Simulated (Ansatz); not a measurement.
# RbBr: the band gap up the ladder of functionals

An exercise on one series of results from a longer session: the logs are not shown, and one member is left open.

Program: Ansatz 0.2.0. PAW datasets, plane waves. Computed at 0 K without zero-point motion; spin polarisation is off.

### The system as given

The cell was relaxed beforehand with r2SCAN.

The symmetry is Pm-3m (No. 221, cubic); a = 4.124 Å in the conventional setting, 35.08 Å³ an atom. Near Rb stand 8 Br at 3.57 Å; near Br stand 8 Rb at 3.57 Å.

As a file:

Space group Pm-3m (No. 221). a = 4.124 Å, b = 4.124 Å, c = 4.124 Å, α = 90.00°, β = 90.00°, γ = 90.00°
```tsv
atom	site	symmetry	x	y	z
Rb	1a	m-3m	0.0000	0.0000	0.0000
Br	1b	m-3m	0.5000	0.5000	0.5000
```

The first run:

input.yaml

```yaml
crystal:
  lattice:
    - [4.1242529966, 0.0, 0.0]
    - [0.0, 4.1242529966, 0.0]
    - [0.0, 0.0, 4.1242529966]
  atoms:
    - { symbol: Rb, position: [0.0, 0.0, 0.0] }
    - { symbol: Br, position: [0.5, 0.5, 0.5] }
kpoints:
  mp_grid: { grid: [6, 6, 6] }
  band_path:
    path:
      - [[0.0, 0.0, 0.0], [4.253837153327e-51, 0.5, -1.556588911136e-35], [0.5, 0.5, -6.226355644543e-35], [0.0, 0.0, 0.0], [0.5, 0.5, 0.5], [4.253837153327e-51, 0.5, -1.556588911136e-35]]
      - [[0.5, 0.5, 0.5], [0.5, 0.5, -6.226355644543e-35]]
    npoints: 10
hamiltonian:
  xc: pbe
scf:
  occupations: { method: fermi_dirac, width: 0.02 }
  n_extra_bands: 4
output:
  forces: true
  stress: true
  eigenvalues: true
  write_density: true
  write_potential: true
  elf: true
  volumetric_format: npy
```

Launch:

```sh
> ansatz run input.yaml --threads 2 --pin off --max-ram 2211MiB --backend cpu --events-out ev --progress --plain --runs-dir out
```

Steps of the session up to this table: Band structure with PBE; r2SCAN at the same geometry; Single point with HSE06; PBE+SOC at the same geometry; Single point with PBE0; LDA; Quasiparticle levels, G0W0@PBE; One-shot GW from PBE; Single point with DDH-PBE0; HSE06+SOC at the same geometry; LC-ωPBE at the same geometry; Single point with Hartree-Fock.

One of the session's tables, all rows but one given; the rest of the session is left out.

```
                     level  gap (eV)
                       PBE      4.09
                    r2SCAN      4.83
                     HSE06      5.27
                   PBE+SOC      4.06
                      PBE0      5.97
                       LDA      3.68
G0W0@PBE (209 empty bands)      6.38
G0W0@PBE (519 empty bands)      6.50
                  DDH-PBE0      6.71
                 HSE06+SOC      5.23
                   LC-ωPBE         ?
              Hartree-Fock     11.97
```

**Question.** Estimate the row for LC-ωPBE.

The run gave: gap (eV): 10.37. In the column «gap (eV)» it lies between DDH-PBE0 (6.71) and Hartree-Fock (11.97).

Meshes: PBE 6×6×6, r2SCAN 6×6×6, HSE06 4×4×4, PBE+SOC 6×6×6, PBE0 4×4×4, LDA 6×6×6, DDH-PBE0 4×4×4, HSE06+SOC 4×4×4, LC-ωPBE 4×4×4, Hartree-Fock 4×4×4.

LDA gives the least gap, 3.68 eV, and Hartree-Fock the largest, 11.97 eV. Against G0W0@PBE, PBE is short by 2.41 eV, at 63 % of it, and r2SCAN 74 %. PBE0 lies 0.70 eV above HSE06, which differs from it by screening the long-range exchange. Hartree-Fock lies above G0W0@PBE by 5.5 eV. G0W0 here is at a finite number of bands, screening cutoff and k mesh, not at the basis limit.

Caveats from the session: Warnings in the runs' records: stress scf threshold loose, stress exchange threshold loose.
